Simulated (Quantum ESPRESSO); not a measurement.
Crystal: Ir.

```
CELL_PARAMETERS angstrom
0.00000 1.91560 1.91560
1.91560 0.00000 1.91560
1.91560 1.91560 0.00000
ATOMIC_POSITIONS crystal
Ir 0.00000 0.00000 0.00000
```

* Program: Quantum ESPRESSO 7.5
* Task: single point
* Functional: PBE
* Potentials or basis: SSSP 1.3 efficiency PBE
* Cutoff: 748 eV
* Density cutoff: 5987 eV
* k mesh: 12 × 12 × 12
* Occupations: fermi-dirac, width 0.05 eV
* Spin: no spin polarisation

On this cell: pressure 10.3 GPa; band gap on the k mesh none (metal or under the smearing width).

The same run follows on a disturbed copy (cell strained at random at fixed volume):

```
CELL_PARAMETERS angstrom
-0.00903 1.95837 1.93892
1.89839 0.02290 1.90699
1.89968 1.92773 0.02161
ATOMIC_POSITIONS crystal
Ir 0.99766 0.99684 0.98575
```

Task: What changes?

Result: The energy (extrapolated to zero smearing) moves by +13.1 meV/atom; pressure 10.7 GPa; band gap on the k mesh none (metal or under the smearing width).

Stress tensor (GPa, compression positive):
```
12.93  1.25  1.76
 1.25  7.51 -8.43
 1.76 -8.43 11.70
```
